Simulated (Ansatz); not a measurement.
PbF2 (fluorite) was relaxed with 5 functionals in the PAW code Ansatz, cell and atoms free, the symmetry of the start kept (meshes: PBE 8×8×8, r2SCAN 6×6×6, PBEsol 6×6×6, LDA 6×6×6, HSE06 4×4×4). Calculated for a static, non-magnetic cell.

The PBEsol result:
```
Pb F
1.0
     0.00000    2.94948    2.94948
     2.94948    0.00000    2.94948
     2.94948    2.94948    0.00000
Pb F
1 2
Direct
  0.00000 0.00000 0.00000
  0.25000 0.25000 0.25000
  0.75000 0.75000 0.75000
```

It is cubic, Fm-3m (No. 225); a = 5.899 Å in the conventional setting, 17.11 Å³ an atom. Pb is surrounded by 8 F at 2.55 Å; F is surrounded by 4 Pb at 2.55 Å.

Question: Order the functionals by the relaxed volume, smallest first.
A. r2SCAN
B. PBE
C. PBEsol
D. LDA
E. HSE06

Answer: D (16.36 Å³/atom), C (17.11 Å³/atom), A (17.30 Å³/atom), E (17.58 Å³/atom), B (18.01 Å³/atom).

Question: How does the cell change with r2SCAN?

Answer: a = 5.921 Å; the volume differs by +1.1 % from PBEsol's. Pb has 8 F at 2.56 Å; F has 4 Pb at 2.56 Å.

Question: What lattice does PBE give?

Answer: a = 6.001 Å; the volume differs by +5.3 % from PBEsol's. Around Pb lie 8 F at 2.60 Å; around F lie 4 Pb at 2.60 Å.

Question: Held at the r2SCAN cell, what mean stress do LDA and PBE find, and does its sign point to their own minimum?

Answer: Yes. LDA -4.31 GPa, and its relaxed volume is -5.4 % from r2SCAN's; PBE +2.94 GPa, and its relaxed volume is +4.1 % from r2SCAN's. Compression counts positive, so a positive stress asks for a larger cell.
